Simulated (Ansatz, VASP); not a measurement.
# Two plane-wave programs on Si

INCAR

```
SYSTEM = Si
  PREC = Accurate
  ENCUT = 600
  EDIFF = 1E-7
  ISMEAR = 0
  SIGMA = 0.1
  LREAL = .False.
  LASPH = .True.
  NELM = 80
  ALGO = Normal
  ISIF = 3
  LWAVE = .False.
  LCHARG = .False.
  GGA = PE
  IBRION = 2
  NSW = 90
  EDIFFG = -0.04
```

The input KPOINTS:

```
Automatic mesh
0
Gamma
  6 6 4
  0 0 0
```

Contents of POSCAR:

```
Si
1.0
    5.1095887600      0.0000000000      0.0000000000
   -2.5547943800      4.4250336700      0.0000000000
    0.0000000000      0.0000000000      4.8373859500
Si
6
Direct
    0.2340405300      0.4680810500      0.2500000000
    0.5319189500      0.7659594700      0.5833333300
    0.2340405300      0.7659594700      0.9166666700
    0.7659594700      0.5319189500      0.7500000000
    0.4680810500      0.2340405300      0.0833333300
    0.7659594700      0.2340405300      0.4166666700
```

Input for Ansatz:

```yaml
crystal:
  lattice:
    - [5.10958876, 0.0, 0.0]
    - [-2.55479438, 4.42503367, 0.0]
    - [0.0, 0.0, 4.83738595]
  atoms:
    - { symbol: Si, position: [0.23404053, 0.46808105, 0.25] }
    - { symbol: Si, position: [0.53191895, 0.76595947, 0.58333333] }
    - { symbol: Si, position: [0.23404053, 0.76595947, 0.91666667] }
    - { symbol: Si, position: [0.76595947, 0.53191895, 0.75] }
    - { symbol: Si, position: [0.46808105, 0.23404053, 0.08333333] }
    - { symbol: Si, position: [0.76595947, 0.23404053, 0.41666667] }
basis:
  ecutwfc: 420
kpoints:
  mp_grid: { grid: [6, 6, 4] }
hamiltonian:
  xc: pbe
scf:
  occupations: { method: gaussian, width: 0.1 }
  lower_state_search: "off"
output:
  forces: true
  stress: true
  eigenvalues: true
relax:
  adjacent_minimum: "off"
  f_tol: 0.04
  max_steps: 70
  cell: { stress_tol: 0.4 }
```

Alike in both runs: task relaxation of cell and atoms; functional PBE; k mesh 6 × 6 × 4; occupations gaussian, width 0.1 eV; no spin polarisation.

|  | VASP | Ansatz |
| --- | --- | --- |
| version | VASP 6.6.1 | Ansatz 0.2.0 |
| potentials or method | VASP PAW PBE potentials, release 64 (Si) | scalar-relativistic, plane waves, PAW |
| plane-wave cutoff (eV) | 600 | 420 |
| valence electrons in the cell | 24 | 24 |

|  | VASP | Ansatz | Ansatz less VASP |
| --- | --- | --- | --- |
| gap on the k mesh at the Fermi level, each at its own relaxed structure (eV) | 1.58 | 1.58 | 0.000 |
| relaxed volume (Å³/atom) | 22.13 | 22.17 | +0.040 |
| relaxed cell length with the largest relative difference (Å) | 5.470 | 5.476 | +0.0061 |
| energy change over the relaxation (meV/atom) | -261 | -263 | -2.0 |

Caveats: the volume moved by over 15 % at a fixed basis, so the end points are rough (VASP). A k mesh can miss the band edges. As with any semilocal functional, this PBE gap is likely too small.
